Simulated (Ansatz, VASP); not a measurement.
Two plane-wave programs on Cr

The input INCAR:

```
SYSTEM = Cr
PREC = Accurate
ENCUT = 520
EDIFF = 1E-6
ISMEAR = -1
SIGMA = 0.1
LREAL = .False.
LASPH = .True.
NELM = 60
ALGO = Normal
ISIF = 2
LWAVE = .False.
LCHARG = .True.
GGA = B5
ALDAX = 1.0
AGGAX = 1.0
AGGAC = 1.0
ALDAC = 0.0
LELF = .True.
LVHAR = .True.
NBANDS = 19
```

Contents of KPOINTS:

```
regular mesh
0
Gamma
  12 12 12
  0 0 0
```

POSCAR

```
Cr
1.0
    0.0000000000      2.4805560725      2.4805560725
    2.4805560725      0.0000000000      2.4805560725
    2.4805560725      2.4805560725      0.0000000000
Cr
2
Direct
    0.1250000000      0.1250000000      0.1250000000
    0.8750000000      0.8750000000      0.8750000000
```

Input for Ansatz:

```yaml
crystal:
  lattice:
    - [0.0, 2.4805560725, 2.4805560725]
    - [2.4805560725, 0.0, 2.4805560725]
    - [2.4805560725, 2.4805560725, 0.0]
  atoms:
    - { symbol: Cr, position: [0.125, 0.125, 0.125] }
    - { symbol: Cr, position: [0.875, 0.875, 0.875] }
hamiltonian:
  xc: blyp
  pseudopotentials:
    kind: paw
    azcp:
      Cr: "pseudopotentials/Cr.paw.azcp"
basis:
  ecutwfc: 420
  fft_grid_basis: typed
kpoints:
  mp_grid: { grid: [12, 12, 12], shift: [0, 0, 0] }
magnetization:
  spin_polarized: false
scf:
  occupations: { method: fermi_dirac, width: 0.1 }
  lower_state_search: "off"
output:
  stress: true
  write_density: true
  write_potential: true
  elf: true
  volumetric_format: npy
```

Alike in both runs: task single point; functional BLYP; k mesh 12 × 12 × 12; occupations fermi-dirac, width 0.1 eV; no spin polarisation.

```csv
,VASP,Ansatz
version,VASP 6.6.1,Ansatz 0.2.0
potentials or method,"VASP PAW PBE potentials, release 64 (Cr_pv)","plane waves (420 eV) with PAW, scalar-relativistic"
plane-wave cutoff (eV),520,420
valence electrons in the cell,24,28
```

Ansatz gave:

| Item | Value |
| --- | --- |
| pressure (GPa) | 15.0 |

Q: Estimate VASP's values.

A: Pressure (GPa): 15.6.

The two sets of potentials don't hold the same shells in valence.

Caveats: so large a pressure means that the cell lies far from this level's equilibrium, or that cutoff or potentials fall short (VASP); the potentials were made for another functional, which shifts forces and pressure (VASP); the run has no spin polarisation, though such a crystal can be magnetic. Spin polarisation is off, so any magnetic state and its effect on volume and gap are missing.
